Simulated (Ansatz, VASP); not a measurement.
**C in VASP and in Ansatz**

INCAR

```
SYSTEM = C
PREC = Accurate
ENCUT = 520
EDIFF = 1E-8
ISMEAR = -1
SIGMA = 0.08
LREAL = .False.
LASPH = .True.
NELM = 60
ALGO = Normal
ISIF = 2
LWAVE = .False.
LCHARG = .False.
GGA = PE
LEFG = .True.
NBANDS = 11
```

File KPOINTS:

```
Automatic mesh
0
Gamma
  20 20 20
  0 0 0
```

The input POSCAR:

```
C
1.0
    0.0000000000      1.7477320000      1.7834000000
    1.7477320000      0.0000000000      1.7834000000
    1.7477320000      1.7477320000      0.0000000000
C
2
Direct
    0.5000000000      0.5000000000      0.5000000000
    0.7500000000      0.7500000000      0.7500000000
```

Input for Ansatz:

```yaml
crystal:
  lattice:
    - [0.0, 1.747732, 1.7834]
    - [1.747732, 0.0, 1.7834]
    - [1.747732, 1.747732, 0.0]
  atoms:
    - { symbol: C, position: [0.5, 0.5, 0.5] }
    - { symbol: C, position: [0.75, 0.75, 0.75] }
kpoints:
  mp_grid: { grid: [20, 20, 20] }
scf:
  occupations: { method: fermi_dirac, width: 0.08 }
hamiltonian:
  xc: pbe
  pseudopotentials: { kind: all_electron, datasets: crystal }
output:
  forces: true
  stress: true
  eigenvalues: true
  efg: { contact_densities: true }
```

Change from the starting cell: equal xx and yy strain of -2 %, crystal datasets.

Alike in both runs: task electric field gradients; functional PBE; k mesh 20 × 20 × 20; occupations fermi-dirac, width 0.08 eV; no spin polarisation.

|  | VASP | Ansatz |
| --- | --- | --- |
| version | VASP 6.6.1 | Ansatz 0.2.0 |
| potentials or method | VASP PAW PBE potentials, release 64 (C) | all-electron PAW with datasets made for the crystal, scalar-relativistic |
| plane-wave cutoff (eV) | 520 | see its input |

Ansatz gave:

| Property | Result |
| --- | --- |
| gap on the k mesh at the Fermi level (eV) | 3.97 |
| pressure (GPa) | 20.9 |
| largest component of the traceless stress (GPa) | 13.37 |
| Vzz of the field gradient on the site that differs most (V/Å²) | 0.9 |

**Question.** Estimate VASP's values.

**Answer.** gap on the k mesh at the Fermi level (eV): 3.96; pressure (GPa): 21.7; largest component of the traceless stress (GPa): 13.35; Vzz of the field gradient on the site that differs most (V/Å²): 0.8.

Ansatz ran all-electron here, so the differences hold the error of VASP's frozen core and of both bases.

Caveats: so large a pressure means that the cell lies far from this level's equilibrium, or that cutoff or potentials fall short (VASP).
